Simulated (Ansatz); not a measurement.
## WS2: from supercell energies to defect levels (S vacancy)

All numbers below come from Ansatz 0.2.0, DFT PBE, scalar-relativistic, plane waves, PAW. Settings: 420 eV cutoff, 2×2×2 k-mesh, shifted by half a step, Gaussian smearing of 0.01 eV, collinear spin in charge -1 alone.

Host crystal, relaxed:

```xyz
6
Lattice="3.1878 0.0000 0.0000 -1.5939 2.7607 0.0000 0.0000 0.0000 14.8713" Properties=species:S:1:pos:R:3 pbc="T T T"
W     0.0000    1.8405    3.7178
W     1.5939    0.9202   11.1535
S     0.0000    1.8405    9.5824
S     1.5939    0.9202    2.1467
S     0.0000    1.8405   12.7246
S     1.5939    0.9202    5.2889
```

The S vacancy was set at (0.333, 0.667, 0.644) of the host cell, in a supercell of 66 sites (1440 Å³), relaxed at fixed cell in each charge q, from a start with the atoms near it displaced at random. The host's Kohn–Sham gap is 1.63 eV and its static dielectric constant 8.8 (mean). For each charge: the supercell's free energy over the neutral one with q electrons exchanged at the valence band top, F(q) − F(0) + qE_v; the image-charge term; and the term that aligns the potential far from the defect with the host's.

Spin-orbit coupling is left out, which matters for the bands and energies of heavy elements.

```tsv
q	F(q) − F(0) + qE_v (eV)	image charge (eV)	alignment (eV)
0	0.000	0.000	0.000
-1	1.155	0.100	0.105
```

**Question.** Add the terms and find the levels between neighbouring charges, ε(q/q′) = [A(q′) − A(q)]/(q − q′), with and without the two corrections.

**Answer.** A(q): 0.000 eV for 0, 1.360 eV for -1.
```csv
level,corrected (eV over E_v),uncorrected (eV)
(0/-1),1.36,1.16
```

As a check, a point charge in a simple cubic cell of this volume has q²αe²/(2εL) = 0.204 q² eV (e² = 14.40 eV Å, α = 2.837, L = 11.29 Å); the shape of the real cell and the anisotropy of ε can change it somewhat. The term grows as q², so it pushes donor levels down and acceptor levels up.

**Question.** Which of these charges is lowest with the Fermi level at the valence band top, at mid-gap and at the conduction band bottom?

**Answer.** The line A(q) + qE_F that lies lowest gives the charge: 0 at E_F = 0.00 eV, 0 at E_F = 0.81 eV, -1 at E_F = 1.63 eV. Charges beyond those computed could lie lower near the band edges.

**Question.** The neutral defect forms at 2.83 eV with atoms taken from and returned to the elements. What are the formation energies at those three Fermi levels, and what share of sites would hold the defect at 1200 K with E_F at mid-gap, if the host still stood at that temperature?

**Answer.** E_f = E_f(0) + A(q) + qE_F = 2.83, 2.83, 2.57 eV. In the dilute limit the share is exp(−E_f/k_BT) = exp(−2.834/0.1034) = 1.3×10⁻¹², leaving out degeneracy and vibrational entropy. This is the S-rich limit; a poorer supply of S lowers E_f, in a binary host by up to its heat of formation per S atom. The small cell and the narrow Kohn–Sham gap leave errors of tenths of an eV or more, which change the share by orders of magnitude.

Cost: 3 runs of about 5.7 core-hours in all, on Intel Xeon Platinum 8259CL (Skylake/Cascade Lake) (shared hosts).